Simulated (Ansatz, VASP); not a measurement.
# W: VASP beside Ansatz

```xyz
1
Lattice="0.0000 2.0385 2.0385 2.0385 0.0000 2.0385 2.0385 2.0385 0.0000" Properties=species:S:1:pos:R:3 pbc="T T T"
W     0.0000    0.0000    0.0000
```

Alike in both runs: task single point; functional PBE; k mesh 18 × 18 × 18; occupations gaussian, width 0.1 eV; no spin polarisation.

```csv
,VASP,Ansatz
version,VASP 6.6.1,Ansatz 0.2.0
potentials or method,"VASP PAW PBE potentials, release 64 (W_sv)","scalar-relativistic, plane waves, PAW"
plane-wave cutoff (eV),520,420
valence electrons in the cell,14,14
```

```csv
,VASP,Ansatz,Ansatz less VASP
gap on the k mesh at the Fermi level (eV),none,none,-
pressure (GPa),-7.6,-7.9,-0.33
```

A gap of «none» marks a metal or a gap that the smearing closes. The functional is the same, so the differences come from potentials, cutoffs and numerics.

Spin-orbit coupling is left out, which matters for the levels of W.
